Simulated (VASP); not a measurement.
**NaI: band structure with B3LYP**

The system is NaI.

```
I Na
1.0
     0.00000    3.23640    3.23640
     3.23640    0.00000    3.23640
     3.23640    3.23640    0.00000
I Na
1 1
Direct
  0.50000 0.50000 0.50000
  0.00000 0.00000 0.00000
```

| Property | Result |
| --- | --- |
| Program | VASP 6.6.1 |
| Task | band structure |
| Functional | B3LYP |
| Potentials or basis | VASP PAW PBE potentials, release 64 (I, Na_pv) |
| Cutoff | 520 eV |
| k mesh | 4 × 4 × 4 |
| Occupations | fermi-dirac, width 0.05 eV |
| Spin | no spin polarisation |
| Grid for exact exchange (PRECFOCK) | Fast |
| Exchange at q = 0 | truncated |
| Further INCAR settings | ALGO = Normal; EDIFF = 1e-07 |

```yaml
Pressure: 0.9 GPa
Band_gap_on_the_k_mesh: 5.07 eV, direct
Band_gap_along_the_path: 5.07 eV, direct
```

Levels at the corners of the path, in eV from the valence-band top:
```csv
point,band 4,band 5,band 6,band 7,band 8,band 9,band 10,band 11
Γ,-11.82,0.00,0.00,0.00,5.07,9.44,9.44,9.44
X,-11.39,-2.02,-0.80,-0.80,5.87,7.03,11.60,12.99
X,-11.39,-2.02,-0.80,-0.80,5.87,7.03,11.60,13.03
W,-11.38,-1.49,-1.49,-0.98,7.24,9.04,9.04,9.44
W,-11.38,-1.49,-1.49,-0.98,7.24,9.04,9.04,9.44
K,-11.39,-1.74,-1.42,-0.64,6.62,8.20,10.33,10.78
K,-11.39,-1.74,-1.42,-0.64,6.62,8.20,10.33,10.78
Γ,-11.82,0.00,0.00,0.00,5.07,9.44,9.44,9.44
Γ,-11.82,0.00,0.00,0.00,5.07,9.44,9.44,9.44
L,-11.48,-2.32,-0.30,-0.30,6.57,8.93,8.93,10.32
L,-11.48,-2.32,-0.30,-0.30,6.57,8.93,8.93,10.32
U,-11.39,-1.74,-1.42,-0.64,6.62,8.20,10.33,10.78
U,-11.39,-1.74,-1.42,-0.64,6.62,8.20,10.33,10.78
W,-11.38,-1.49,-1.49,-0.98,7.24,9.04,9.04,9.44
W,-11.38,-1.49,-1.49,-0.98,7.24,9.04,9.04,9.44
L,-11.48,-2.32,-0.30,-0.30,6.57,8.93,8.93,10.32
L,-11.48,-2.32,-0.30,-0.30,6.57,8.93,8.93,10.32
K,-11.39,-1.74,-1.42,-0.64,6.62,8.20,10.33,10.78
U,-11.39,-1.74,-1.42,-0.64,6.62,8.20,10.33,10.78
X,-11.39,-2.02,-0.80,-0.80,5.87,7.03,11.60,12.99
```

Wall time 13 min on 1 thread of Intel(R) Xeon(R) 6975P-C (Granite Rapids), with other jobs on the host, peak memory 0.23 GiB.

Caveat: the k mesh is coarse (spacing up to 0.42 Å⁻¹), so the values aren't converged, least of all with exact exchange; the PAW data sets were made with another functional, which shifts forces and pressure a little; spin-orbit coupling is left out, which moves the levels of the heavy elements.
